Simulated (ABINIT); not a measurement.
Pd:

```
Pd
1.0
     0.00000    1.94650    1.94650
     1.94650    0.00000    1.94650
     1.94650    1.94650    0.00000
Pd
1
Direct
  0.00000 0.00000 0.00000
```

Base run:

* Program: ABINIT 10.8.3 (patched build)
* Functional: LDA
* Potentials or basis: JTH PAW LDA v2.0
* Cutoff: 626 eV
* k mesh: 16 × 16 × 16
* Occupations: fermi-dirac, width 0.05 eV
* Spin: no spin polarisation

Its results: band gap on the k mesh none (metal or under the smearing width); pressure -8.5 GPa.

**Question.** After a change of settings the same cell gave: band gap on the k mesh none (metal or under the smearing width); pressure -7.9 GPa. Which change was it?
A. k mesh from 16 × 16 × 16 to 7 × 7 × 7
B. k mesh from 16 × 16 × 16 to 5 × 5 × 5
C. potentials or basis from JTH PAW LDA v2.0 to PseudoDojo NC SR LDA v0.4.1 standard; cutoff from 626 eV to 1116 eV; k mesh from 16 × 16 × 16 to 12 × 12 × 12
D. k mesh from 16 × 16 × 16 to 12 × 12 × 12

**Answer.** A.

Caveats: some runs use coarse meshes.

Not every run made on this cell is shown here.
